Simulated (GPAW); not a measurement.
# MgB2 (P6/mmm) in GPAW: a series of runs

The runs below take MgB2 through band structure, with GLLB-SC, PW91, revPBE, vdW-DF2.

All numbers are computed with GPAW 26.7.0; they aren't measurements. Logs are shortened: lines on timing, memory, paths and dates and some standing lists are left out, and cuts for length are marked. The log counts tension as positive stress, the text compression.

### 1 The structure

It takes space group P6/mmm (No. 191, hexagonal). Conventional cell: a = 3.085 Å, b = 3.085 Å, c = 3.523 Å, α = 90.00°, β = 90.00°, γ = 120.00°. Mg (site symmetry 6/mmm) has 12 B at 2.51 Å as nearest neighbours. B (site symmetry -6m2) has 3 B at 1.78 Å as nearest neighbours.

### 2 Band structure, GLLB-SC

The input, run.py:

```python
from ase.dft.bandgap import bandgap
from ase.io import read, write
from gpaw import GPAW, PW

atoms = read('MgB2.xyz')

calc = GPAW(mode=PW(800),
            xc='GLLBSC',
            kpts={'size': (7, 7, 6), 'gamma': True},
            occupations={'name': 'fermi-dirac', 'width': 0.05},
            nbands=17,
            convergence={'density': 1e-05, 'energy': 1e-05},
            maxiter=150,
            txt='gpaw.txt')
atoms.calc = calc
energy = atoms.get_potential_energy()
calc.write('gs.gpw')
write('result.traj', atoms)
print('Fermi level:', round(calc.get_fermi_level(), 4), 'eV')
print(f'Gap: {bandgap(calc)[0]:.4f} eV, direct: {bandgap(calc, direct=True)[0]:.4f} eV')

path = atoms.cell.bandpath('GMKGALHA,LM,KH', npoints=80, eps=1e-4)
bs_calc = calc.fixed_density(kpts=path, symmetry='off', nbands=26,
                             convergence={'bands': 'CBM+6.0', 'eigenstates': 1e-6}, txt='bands.txt')
bs = bs_calc.band_structure()
bs.write('bs.json')
print(f'Gap on the path: {bandgap(bs_calc)[0]:.4f} eV')

homo, lumo = bs_calc.get_homo_lumo()
response = calc.hamiltonian.xc.response
dxc_pot = response.calculate_discontinuity_potential(homo, lumo)
ks_gap, dxc = bs_calc.hamiltonian.xc.response.calculate_discontinuity(dxc_pot)
print(f'Kohn-Sham gap {ks_gap:.4f} eV, discontinuity {dxc:.4f} eV, gap {ks_gap + dxc:.4f} eV')
```

The input, MgB2.xyz:

```xyz
3
Lattice="3.0850000000 0.0000000000 0.0000000000 -1.5425000000 2.6716883707 0.0000000000 0.0000000000 0.0000000000 3.5230000000" Properties=species:S:1:pos:R:3 pbc="T T T"
Mg     0.0000000000      0.0000000000      0.0000000000
B      1.5425000002      0.8905627901      1.7615000000
B     -0.0000000002      1.7811255806      1.7615000000
```

Potentials or basis: the program's PAW data sets (release 1.2.1) made for this functional, pw.

Run with:

```console
> OMP_NUM_THREADS=1 python run.py
```

gpaw.txt:

```text
___ ___ ___ _ _ _
 |   |   |_  | | | |
 | | | | | . | | | |
 |__ |  _|___|_____|  26.7.0
 |___|_|

Input parameters:
  convergence: {density: 1e-05,
                energy: 1e-05}
  kpts: {gamma: True,
         size: (7, 7, 6)}
  maxiter: 150
  mode: {ecut: 800.0,
         name: pw}
  nbands: 17
  occupations: {name: fermi-dirac,
                width: 0.05}
  xc: GLLBSC

System changes: positions, numbers, cell, pbc, initial_charges, initial_magmoms

Initialize ...

species:
  Mg:
    name:    Magnesium
    Z:       12.0
    valence: 10
    core:    2
    charge:  0.0  # [|e|]
    compensation charges:
      type: gauss
      rc: 0.33  # [Å]
      lmax: 2
    cutoffs:
      filter: 1.86  # [Å]
      core: 0.54  # [Å]
    projectors
    | kind |    occ | energy [eV] | rcut [Å] |
    |------|--------|-------------|----------|
    |   2s |  2.000 |     -81.998 |    1.090 |
    |   3s |  2.000 |      -6.877 |    1.090 |
    |   2p |  6.000 |     -48.239 |    1.085 |
    |   3p |  0.000 |      -3.605 |    1.085 |
    |    d |        |       0.000 |    1.037 |

    Using partial waves for Mg as LCAO basis

  B:
    name:    Boron
    Z:       5.0
    valence: 3
    core:    2
    charge:  0.0  # [|e|]
    compensation charges:
      type: gauss
      rc: 0.20  # [Å]
      lmax: 2
    cutoffs:
      filter: 1.14  # [Å]
      core: 1.38  # [Å]
    projectors
    | kind |    occ | energy [eV] | rcut [Å] |
    |------|--------|-------------|----------|
    |   2s |  2.000 |     -10.319 |    0.635 |
    |   2p |  1.000 |      -4.115 |    0.635 |
    |    s |        |      16.892 |    0.635 |
    |    p |        |      23.096 |    0.635 |
    |    d |        |       0.000 |    0.635 |

    Using partial waves for B as LCAO basis

Reference energy: -6768.498203  # eV

Spin-paired calculation

Convergence criteria:
 Maximum [total energy] change in last 3 cyles: 1e-05 eV / valence electron
 Maximum integral of absolute [dens]ity change: 1e-05 electrons / valence electron
 Maximum integral of absolute [eigenst]ate change: 4e-08 eV^2 / valence electron
 Maximum number of scf [iter]ations: 150
 (Square brackets indicate name in SCF output, whereas a 'c' in
 the SCF output indicates the quantity has converged.)

Symmetries present (total): 24

  ( 1  1  0)  ( 1  1  0)  ( 1  1  0)  ( 1  1  0)  ( 1  0  0)  ( 1  0  0)
  ( 0 -1  0)  ( 0 -1  0)  (-1  0  0)  (-1  0  0)  ( 0  1  0)  ( 0  1  0)
  ( 0  0  1)  ( 0  0 -1)  ( 0  0  1)  ( 0  0 -1)  ( 0  0  1)  ( 0  0 -1)

  ( 1  0  0)  ( 1  0  0)  ( 0  1  0)  ( 0  1  0)  ( 0  1  0)  ( 0  1  0)
  (-1 -1  0)  (-1 -1  0)  ( 1  0  0)  ( 1  0  0)  (-1 -1  0)  (-1 -1  0)
  ( 0  0  1)  ( 0  0 -1)  ( 0  0  1)  ( 0  0 -1)  ( 0  0  1)  ( 0  0 -1)

  ( 0 -1  0)  ( 0 -1  0)  ( 0 -1  0)  ( 0 -1  0)  (-1  0  0)  (-1  0  0)
  ( 1  1  0)  ( 1  1  0)  (-1  0  0)  (-1  0  0)  ( 1  1  0)  ( 1  1  0)
  ( 0  0  1)  ( 0  0 -1)  ( 0  0  1)  ( 0  0 -1)  ( 0  0  1)  ( 0  0 -1)

  (-1  0  0)  (-1  0  0)  (-1 -1  0)  (-1 -1  0)  (-1 -1  0)  (-1 -1  0)
  ( 0 -1  0)  ( 0 -1  0)  ( 1  0  0)  ( 1  0  0)  ( 0  1  0)  ( 0  1  0)
  ( 0  0  1)  ( 0  0 -1)  ( 0  0  1)  ( 0  0 -1)  ( 0  0  1)  ( 0  0 -1)

294 k-points: 7 x 7 x 6 Monkhorst-Pack grid + [0.000000,0.000000,1/12]
32 k-points in the irreducible part of the Brillouin zone
       k-points in crystal coordinates                weights
   0:     0.00000000    0.00000000    0.00000000          1/294
   1:     0.00000000    0.00000000    0.16666667          2/294
   2:     0.00000000    0.00000000    0.33333333          2/294
   3:     0.00000000    0.00000000    0.50000000          1/294
   4:     0.14285714    0.00000000    0.00000000          6/294
   5:     0.14285714    0.00000000    0.16666667         12/294
   6:     0.14285714    0.00000000    0.33333333         12/294
   7:     0.14285714    0.00000000    0.50000000          6/294
   8:     0.28571429   -0.14285714    0.00000000          6/294
   9:     0.28571429   -0.14285714    0.16666667         12/294
          ...
  31:     0.42857143    0.42857143    0.50000000          6/294

Wave functions: Plane wave expansion
  Cutoff energy: 800.000 eV
  Number of coefficients (min, max): 1468, 1501
  Pulay-stress correction: 0.000000 eV/Ang^3 (de/decut=0.000000)
  Using FFTW library
  ScaLapack parameters: grid=1x1, blocksize=None
  Wavefunction extrapolation:
    Improved wavefunction reuse through dual PAW basis

Occupation numbers: Fermi-Dirac:
  width: 0.0500  # eV

Eigensolver
   Davidson(niter=2)

Densities:
  Coarse grid: 21*21*24 grid
  Fine grid: 42*42*48 grid
  Total Charge: 0.000000

Density mixing:
  Method: separate
  Backend: msr1
  Linear mixing parameter: 0.05
  old densities: 10
  Width of damping distribution: 1.1
  Damping of long wavelength oscillations: 20

Hamiltonian:
  XC and Coulomb potentials evaluated on a 42*42*48 grid
  Using the GLLBSC Exchange-Correlation functional
  External potential:
    NoExternalPotential

XC parameters: GLLBSC functional being used consists of
  -----------------------------------------------------------------------
  | Weight | Module     | Description                                   |
  -----------------------------------------------------------------------
  |  1.000 | SCREENING  | GGA_X_PBE_SOL with 2 nearest neighbor stencil |
  |  1.000 | RESPONSE   | eps=0.0500 eV                                 |
  |  1.000 | XC         | GGA_C_PBE_SOL with 2 nearest neighbor stencil |
  -----------------------------------------------------------------------

Number of atoms: 3
Number of atomic orbitals: 16
Number of bands in calculation: 17
Number of valence electrons: 16
Bands to converge: occupied

... initialized

Initializing position-dependent things.

Density initialized from atomic densities
Creating initial wave functions:
  16 bands from LCAO basis set
  1 band from random numbers

         B  B

       Mg

Atomic positions and initial magnetic moments

Positions:
   0 Mg     0.000000    0.000000    0.000000    ( 0.0000,  0.0000,  0.0000)
   1 B      1.542500    0.890563    1.761500    ( 0.0000,  0.0000,  0.0000)
   2 B     -0.000000    1.781126    1.761500    ( 0.0000,  0.0000,  0.0000)

Unit cell:
           periodic     x           y           z      points  spacing
  1. axis:    yes    3.085000    0.000000    0.000000    21     0.1272
  2. axis:    yes   -1.542500    2.671688    0.000000    21     0.1272
  3. axis:    yes    0.000000    0.000000    3.523000    24     0.1468

  Lengths:   3.085000   3.085000   3.523000
  Angles:   90.000000  90.000000 120.000000

Effective grid spacing dv^(1/3) = 0.1400

iter:   1   -16.857236
iter:   2   -18.672847   -0.88  -1.05
iter:   3   -19.224393   -1.97  -0.96
iter:   4   -18.138342   -2.41  -0.92
iter:   5   -16.834434   -1.88  -1.03
iter:   6   -17.315520   -2.24  -1.21
iter:   7   -16.665024   -2.43  -1.22
iter:   8   -16.471779   -2.76  -1.66
iter:   9   -16.501009   -4.27  -2.66
iter:  10   -16.477732   -4.47  -2.51
iter:  11   -16.483101   -5.57  -2.93
iter:  12   -16.486438   -6.19  -3.24
iter:  13   -16.487026   -7.02  -3.59
iter:  14   -16.486440   -7.59c -3.95
iter:  15   -16.486359   -8.06c -4.98
iter:  16   -16.486604   -8.65c -4.90
iter:  17   -16.486667   -9.41c -5.11c
iter:  18   -16.486655c -11.19c -5.66c

Converged after 18 iterations.

Dipole moment: (-0.000000, -0.000000, -0.000000) |e|*Ang

Energy contributions relative to reference atoms: (reference = -6768.498203)

Kinetic:        +19.599885
Potential:      -14.478114
External:        +0.000000
XC:             -21.572786
Entropy (-ST):   -0.009290
Local:           -0.030995
SIC:             +0.000000
--------------------------
Free energy:    -16.491300
Extrapolated:   -16.486655

GLLBSC response reference energy: 6.49664 eV (from Fermi level)

Showing only first 2 kpts
 Kpt  Band  Eigenvalues  Occupancy
  0     6      6.92983    0.00035
  0     7      6.92984    0.00035
  0     8      8.57389    0.00000
  0     9     13.03587    0.00000

  1     6      7.01421    0.00006
  1     7      7.01422    0.00006
  1     8     10.62650    0.00000
  1     9     13.11034    0.00000

Fermi level: 6.49665

No gap
No difference between direct/indirect transitions
Writing to gs.gpw (mode='')
```

Run time: 58 s. Hardware: 1 thread of Arm Neoverse V1, shared host; peak memory 0.25 GiB.

What came out:

- Band gap along the path: none (metal or under the smearing width)

Levels at the corners of the path, in eV from the Fermi level:
```
point  band 4  band 5  band 6  band 7  band 8  band 9  band 10  band 11
    Γ  -42.30  -12.51   -2.78    0.43    0.43    2.08     6.54     6.54
    M  -42.29   -8.70   -7.81   -2.10    0.39    3.30     4.04     5.67
    K  -42.29   -7.40   -7.40   -5.68    1.99    1.99     6.57     6.57
    Γ  -42.30  -12.51   -2.78    0.43    0.43    2.08     6.54     6.54
    A  -42.30  -11.36   -7.09    0.79    0.79    6.86     6.86     8.31
    L  -42.30   -7.80   -6.97   -3.32   -1.82   -0.90     5.69     9.37
    H  -42.30   -6.57   -6.57   -5.08   -1.75   -1.75     4.30    12.03
    A  -42.30  -11.36   -7.09    0.79    0.79    6.86     6.86     8.31
    L  -42.30   -7.80   -6.97   -3.32   -1.82   -0.90     5.69     9.37
    M  -42.29   -8.70   -7.81   -2.10    0.39    3.30     4.04     5.67
    K  -42.29   -7.40   -7.40   -5.68    1.99    1.99     6.57     6.57
    H  -42.30   -6.57   -6.57   -5.08   -1.75   -1.75     4.30    12.03
```

Caveat: a model potential gives levels but no total energy.

(Continued in part 2 of 2.)
